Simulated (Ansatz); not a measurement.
Runs of Ansatz 0.2.0 on Fe. The structure is orthorhombic, space group Fmmm (No. 69). Conventional cell: a = 2.997 Å, b = 3.883 Å, c = 3.930 Å, α = 90.00°, β = 90.00°, γ = 90.00°. Fe (site symmetry mmm) has 12 Fe at 2.45 to 2.76 Å as nearest neighbours. 

```tsv
cell	target pressure (GPa)	gap on the mesh (eV)	pressure (GPa)	moment (μB)
relaxed to 30 GPa	30	none	30.0	(a)
relaxed	0	none	0.0	2.06
relaxed to 2 GPa	2	none	2.0	2.04
relaxed to 20 GPa	20	none	20.0	(b)
relaxed to 10 GPa	10	none	10.0	2.01
relaxed to 5 GPa	5	none	5.0	2.02
```

Alike in all rows: task relaxation of cell and atoms; level PBEsol; potentials or basis Ansatz PAW; spin collinear, ferromagnetic start; k mesh 13 × 13 × 13; cutoff (eV) 420; smearing fermi-dirac 0.05 eV.

Question: Estimate the missing entries.

Answer: (a) 1.96; (b) 1.99.

Caveats: the plane-wave basis is chosen anew once the cell has moved, so the energies of steps on either side of that aren't comparable; the PAW data sets come from PBE, with cores solved anew for the run's functional, which leaves a small shift of forces and pressure.

A gap of «none» marks a metal or a gap under the smearing width.

Runs at the PBE level aren't shown here.
